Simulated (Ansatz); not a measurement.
BP, DFT, LDA, all-electron LAPW, scalar-relativistic (Ansatz 0.2.0), run on 1 thread of Intel(R) Xeon(R) 6975P-C (Granite Rapids) on a shared host.

The geometry is COD entry 9008835, unchecked; take it as a test cell. The listed cell was then made from it by scaling, straining or moving an atom.

Command: `ansatz run input.yaml --threads 1 --pin off --max-ram 3072MiB --backend cpu --events-out ev --progress --plain --runs-dir out`

```yaml
crystal:
  lattice:
    - [0.0, 2.24631, 2.269]
    - [2.24631, 0.0, 2.269]
    - [2.24631, 2.24631, 0.0]
  atoms:
    - { symbol: B, position: [0.0, 0.0, 0.0] }
    - { symbol: P, position: [0.75, 0.75, 0.75] }
kpoints:
  mp_grid: { grid: [12, 12, 12] }
  band_path:
    path:
      - [0.0, 0.0, 0.0]
      - [0.5, 0.0, 0.5]
      - [0.75, 0.25, 0.5]
      - [0.5, 0.5, 0.5]
      - [0.0, 0.0, 0.0]
      - [0.5, 0.5, 0.0]
      - [0.6274875, 0.6274875, 0.254975]
      - [0.3725125, 0.3725125, 0.745025]
      - [0.0, 0.0, 0.0]
    npoints: 5
scf:
  occupations: { method: fermi_dirac, width: 0.08 }
hamiltonian:
  xc: lda
  pseudopotentials: { kind: all_electron, lapw: { basis_error: 0.0005 } }
output:
  forces: true
  stress: true
  eigenvalues: true
```

Problem. How large is the problem that the program sets up?

Solution. 163 irreducible k-points, 291 plane waves at Γ, 13 bands.

Problem. About how long does it take, and how much memory does it use?

Solution. 12 s of wall time for 6 SCF iterations, with a peak of 0.39 GiB. Times on shared machines scatter by tens of per cent.
